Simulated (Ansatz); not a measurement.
Crystal: TiSi2.

```xyz
6
Lattice="0.0000 4.1175 4.2629 2.3895 0.0000 4.2629 2.3895 4.1175 0.0000" Properties=species:S:1:pos:R:3 pbc="T T T"
Ti    3.5843    6.1763    6.3943
Ti    2.3895    4.1175    4.2629
Si    1.1948    3.3975    2.1314
Si    1.1948    0.7200    2.1314
Si    2.3895    1.3387    4.2629
Si    2.3895    6.8963    4.2629
```

The cell is a database's computed one.

```yaml
Program: Ansatz 0.2.0
Task: relaxation of cell and atoms
Functional: RPBE
Potentials_or_basis: Ansatz PAW
Cutoff: "420 eV (not typed: the program's choice for these potentials)"
k_mesh: 7 × 7 × 7
Occupations: fermi-dirac, width 0.05 eV
Spin: no spin polarisation
```

At the start: volume 13.98 Å³/atom.

**Question.** How do energy, volume and symmetry change on relaxing?

**Answer.** It ends after 4 steps and the volume is 14.43 Å³/atom (+3.2 %); space group Fddd (No. 70, to 0.05 Å).

Step by step:
```
step  energy change (eV)  largest force (eV/Å)  volume (Å³)
   1              0.0000                0.0070        83.88
   2             -0.0384                0.0047        86.65
   3             -0.0389                0.0049        86.56
   4             -0.0394                0.0048        86.56
```

Final structure:
```
Ti Si
1.0
     0.00000    4.15090    4.31334
     2.41727    0.00000    4.31334
     2.41727    4.15090    0.00000
Ti Si
2 4
Direct
  0.75000 0.75000 0.75000
  0.50000 0.50000 0.50000
  0.41243 0.08757 0.41243
  0.08757 0.41243 0.08757
  0.16243 0.83757 0.16243
  0.83757 0.16243 0.83757
```

Caveat: the plane-wave basis is chosen anew once the cell has moved, so the energies of steps on either side of that aren't comparable; the PAW data sets come from PBE, with cores solved anew for the run's functional, which leaves a small shift of forces and pressure.
